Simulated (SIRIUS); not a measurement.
CuO: single point with PBE+U

Crystal: CuO.

```
Cu O
1.0
     0.00000    2.32725    2.32725
     2.32725    0.00000    2.32725
     2.32725    2.32725    0.00000
Cu O
1 1
Direct
  0.00000 0.00000 0.00000
  0.25000 0.25000 0.25000
```

Measurements of this composition are mostly on another form, of space group No. 15.

```json
{
 "Program": "SIRIUS 7.12.0",
 "Task": "single point",
 "Functional": "PBE",
 "Potentials or basis": "PseudoDojo 0.4.1 PBE standard (scalar relativistic)",
 "Cutoff": "1254 eV",
 "Density cutoff": "5016 eV",
 "k mesh": "10 × 10 × 10",
 "Occupations": "fermi-dirac, width 0.05 eV",
 "Spin": "no spin polarisation",
 "Hubbard terms": "Cu d U = 6 eV"
}
```

The pressure is -6.2 GPa. The band gap on the k mesh is none (metal or under the smearing width).

Eigenvalues of the final occupation matrices:
| site | spin | trace | eigenvalues |
| --- | --- | --- | --- |
| site 1 | 1 | 4.79 | 0.94 0.94 0.94 0.99 0.99 |

Run time: 65 s on 1 thread of AMD EPYC 7R32 (Zen 2), on a shared host, peak memory 0.42 GiB.

Caveat: an odd number of electrons without spin polarisation forces a metal; a magnetic or distorted state may lie lower; the run has no spin polarisation, though such a crystal can be magnetic; U without spin polarisation on a metal has little footing.
